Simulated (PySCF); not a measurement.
C6H7N.
Numbering: `[NH2:1][c:2]1[cH:3][cH:4][cH:5][cH:6][cH:7]1` (hydrogens: H8, H9 on N1; H10 on C3; H11 on C4; H12 on C5; H13 on C6; H14 on C7)

The same species was optimised twice, with GFN2-xTB and with PBE0-D3(BJ)/def2-SVP (PySCF), and the same property calculations (PySCF, gas phase) were run on both structures.

```csv
coordinate,GFN2-xTB,PBE0-D3(BJ)/def2-SVP,change
C2–C3 (Å),1.395,1.406,+0.011
C2–C7 (Å),1.395,1.406,+0.011
C6–C7 (Å),1.381,1.391,+0.010
C3–C4 (Å),1.381,1.391,+0.010
C4–C5 (Å),1.385,1.395,+0.010
C5–C6 (Å),1.385,1.395,+0.010
N1–C2 (Å),1.382,1.381,-0.001
C4–C5–C6 (°),119.4,118.7,-0.7
C3–C2–C7 (°),118.8,118.1,-0.7
N1–C2–C3 (°),120.6,121.0,+0.4
C3–C4–C5 (°),120.5,120.9,+0.4
C5–C6–C7 (°),120.5,120.8,+0.3
C2–C7–C6 (°),120.4,120.7,+0.3
N1–C2–C7 (°),120.6,120.9,+0.3
C2–C3–C4 (°),120.4,120.7,+0.3
```

Rotational constants: A = 5685, B = 2640, C = 1805 MHz (GFN2-xTB) against A = 5630, B = 2599, C = 1780 MHz (PBE0-D3(BJ)/def2-SVP). Point groups within 0.08 Å: Cs and Cs.

On the GFN2-xTB structure: HOMO (eV) -5.87 [PBE0/pcSseg-1]; LUMO (eV) 0.03 [PBE0/pcSseg-1]; dipole (D) 1.78 [PBE0/pcSseg-1]; GIAO shielding of N1 (ppm) 191.2 [PBE0/pcSseg-1]; GIAO shielding of C2 (ppm) 34.7 [PBE0/pcSseg-1]; GIAO shielding of C3/C7 (mean) (ppm) 70.3 [PBE0/pcSseg-1]; GIAO shielding of C4/C6 (mean) (ppm) 51.8 [PBE0/pcSseg-1]; GIAO shielding of C5 (ppm) 65.2 [PBE0/pcSseg-1].

Problem. What do these properties become on the PBE0-D3(BJ)/def2-SVP structure?

Solution. 
```json
{"property": "HOMO (eV)", "level": "PBE0/pcSseg-1", "on GFN2-xTB": "-5.87", "on PBE0-D3(BJ)/def2-SVP": "-5.88", "change": "-0.01"}
{"property": "LUMO (eV)", "level": "PBE0/pcSseg-1", "on GFN2-xTB": "0.03", "on PBE0-D3(BJ)/def2-SVP": "-0.02", "change": "-0.05"}
{"property": "dipole (D)", "level": "PBE0/pcSseg-1", "on GFN2-xTB": "1.78", "on PBE0-D3(BJ)/def2-SVP": "1.83", "change": "+0.05"}
{"property": "energy, GFN2-xTB geometry as zero (kcal/mol)", "level": "PBE0/pcSseg-1", "on GFN2-xTB": "0.0", "on PBE0-D3(BJ)/def2-SVP": "-0.2", "change": "-0.2"}
{"property": "GIAO shielding of N1 (ppm)", "level": "PBE0/pcSseg-1", "on GFN2-xTB": "191.2", "on PBE0-D3(BJ)/def2-SVP": "189.8", "change": "-1.4"}
{"property": "GIAO shielding of C2 (ppm)", "level": "PBE0/pcSseg-1", "on GFN2-xTB": "34.7", "on PBE0-D3(BJ)/def2-SVP": "32.9", "change": "-1.8"}
{"property": "GIAO shielding of C3/C7 (mean) (ppm)", "level": "PBE0/pcSseg-1", "on GFN2-xTB": "70.3", "on PBE0-D3(BJ)/def2-SVP": "67.8", "change": "-2.5"}
{"property": "GIAO shielding of C4/C6 (mean) (ppm)", "level": "PBE0/pcSseg-1", "on GFN2-xTB": "51.8", "on PBE0-D3(BJ)/def2-SVP": "49.3", "change": "-2.5"}
{"property": "GIAO shielding of C5 (ppm)", "level": "PBE0/pcSseg-1", "on GFN2-xTB": "65.2", "on PBE0-D3(BJ)/def2-SVP": "62.8", "change": "-2.4"}
```

The heavy atoms differ by 0.014 Å rms after alignment. Among bonds between heavy atoms C2–C3, C2–C7, C3–C4, C4–C5, C5–C6 and C6–C7 change most and about equally (+0.010 to +0.011 Å). Changes are differences of the printed values. Neither structure is proved a minimum here.

Conformer computed: `[NH2:1][c:2]1[cH:3][cH:4][cH:5][cH:6][cH:7]1`: H–N1–C2–C3 -160°, H–N1–C2–C3 -22°.
